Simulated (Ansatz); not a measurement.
Start from Ti$_{3}$SiC$_{2}$ (space group P6_3/mmc, No. 194; a = 3.042 Å, c = 17.577 Å).

The values are results of PBEsol (Ansatz, a quantum-chemistry and plane-wave program), no spin-orbit coupling, not measurements.

One change was made to it. Results:

```
quantity                             base       after
-----------------------------  ----------  ----------
c/a ratio                           5.777       5.869
shortest interatomic distance     2.074 Å     1.925 Å
density                        4.61 g/cm³  6.13 g/cm³
```

Task: Which of these changes matches the shifts?
A. pressure −2 GPa
B. pressure 50 GPa
C. pressure 3 GPa
D. pressure 100 GPa
E. pressure −1 GPa

Result: D, pressure 100 GPa. For comparison, the c/a ratio in the other runs: pressure 3 GPa gives 5.778; pressure 50 GPa gives 5.818; pressure −2 GPa gives 5.777; pressure −1 GPa gives 5.777.

Load acts through the strain it causes; cell and atoms are relaxed under it. No phonon test of stability was made. Competing high-pressure phases were not computed. The final runs are not spin-polarised.
